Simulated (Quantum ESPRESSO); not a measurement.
# Pb: single point with PBE

The system is Pb.

```
Pb
1.0
     3.48000    0.00000    0.00000
    -1.74000    3.01377    0.00000
     0.00000    0.00000    5.59000
Pb
2
Direct
  0.67832 0.35185 0.74640
  0.34252 0.68720 0.25624
```

This isn't the form of Pb at room conditions, which is fcc.

The cell isn't the ideal one: atoms moved at random, drawn with an rms of 0.05 Å.

| Property | Result |
| --- | --- |
| Program | Quantum ESPRESSO 7.5 |
| Task | single point |
| Functional | PBE |
| Potentials or basis | SSSP 1.3 efficiency PBE |
| Cutoff | 748 eV |
| Density cutoff | 5987 eV |
| k mesh | 9 × 9 × 5 |
| Occupations | fermi-dirac, width 0.05 eV |
| Spin | no spin polarisation |

```
Pressure               : 4.1 GPa
Largest force          : 0.096 eV/Å
Band gap on the k mesh : none (metal or under the smearing width)
```

Forces on the atoms (eV/Å):
```
Pb  -0.004  0.002  0.096
Pb   0.004 -0.002 -0.096
```

Stress tensor (GPa, compression positive):
```
 2.79  0.01 -0.01
 0.01  2.80  0.00
-0.01  0.00  6.67
```

Levels at points of the mesh, in eV from the Fermi level:
| k point | band 12 | band 13 | band 14 | band 15 | band 16 | band 17 |
| --- | --- | --- | --- | --- | --- | --- |
| (0.00, 0.00, 0.00) | -7.99 | -4.29 | 5.59 | 5.63 | 7.45 | 7.51 |

Wall time 4.7 min on 1 thread of Arm Neoverse V1, on a shared host, peak memory 0.41 GiB.

Spin-orbit coupling is left out, which matters for the levels of Pb.
